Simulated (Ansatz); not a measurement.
Crystal: ZnSiP2.

```xyz
8
Lattice="-2.6867 2.6867 5.2300 2.6867 -2.6867 5.2300 2.6867 2.6867 -5.2300" Properties=species:S:1:pos:R:3 pbc="T T T"
Zn    0.0000    2.6867    2.6150
Zn    0.0000    0.0000    0.0000
P     1.3434   -1.2504    3.9225
P     1.3434    3.9371   -1.3075
P     1.2504    1.3434    6.5375
P     1.4363    1.3434    1.3075
Si    2.6867    0.0000    2.6150
Si    0.0000    0.0000    5.2300
```

The cell is a database's computed one.

Base run:

- Program: Ansatz 0.2.0
- Functional: LDA
- Potentials or basis: Ansatz PAW
- Cutoff: 420 eV
- Density cutoff: 1680 eV
- k mesh: 5 × 5 × 5
- Occupations: fermi-dirac, width 0.05 eV
- Spin: no spin polarisation

Its results: band gap on the k mesh 1.19 eV, direct; pressure -2.8 GPa; largest force 0.218 eV/Å.

The run is repeated on the same cell with these changes: functional from LDA to PBE. What comes out?

Band gap on the k mesh 1.31 eV, direct; pressure 2.2 GPa; largest force 0.054 eV/Å.

PBE binds less tightly than LDA, so the same cell stands under more pressure.

Caveats: the PAW data sets come from PBE, with cores solved anew for the run's functional, which leaves a small shift of forces and pressure (some runs).

Not every run made on this cell is shown here.
